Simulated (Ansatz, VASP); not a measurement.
One calculation of Pt, two programs

```
Pt
1.0
     4.18885    0.00000    0.00000
     0.00000    4.18885    0.00000
     0.00000    0.00000    4.18885
Pt
4
Direct
  0.03000 0.03000 0.03000
  0.47000 0.97000 0.53000
  0.53000 0.47000 0.97000
  0.97000 0.53000 0.47000
```

Alike in both runs: task single point; functional PBE; k mesh 4 × 4 × 4; occupations gaussian, width 0.1 eV; no spin polarisation.

|  | VASP | Ansatz |
| --- | --- | --- |
| version | VASP 6.6.1 | Ansatz 0.2.0 |
| potentials or method | VASP PAW PBE potentials, release 64 (Pt) | scalar-relativistic, plane waves, PAW |
| plane-wave cutoff (eV) | 520 | 420 |
| valence electrons in the cell | 40 | 72 |

```csv
,VASP,Ansatz,Ansatz less VASP
gap on the k mesh at the Fermi level (eV),none,none,-
pressure (GPa),-20.0,-19.7,+0.27
rms of the force components (eV/Å),0.271,0.277,+0.0059
```

Atom by atom the forces differ by 0.006 eV/Å (rms over components). A gap of «none» marks a metal or a gap that the smearing closes. The functional is the same, so the differences come from potentials, cutoffs and numerics. The two sets of potentials don't hold the same shells in valence.

Caveats: the k mesh is coarse (spacing up to 0.37 Å⁻¹), so the values aren't converged; so large a pressure means that the cell lies far from this level's equilibrium, or that cutoff or potentials fall short (VASP). The runs have no spin-orbit coupling, so splittings on Pt are missing.
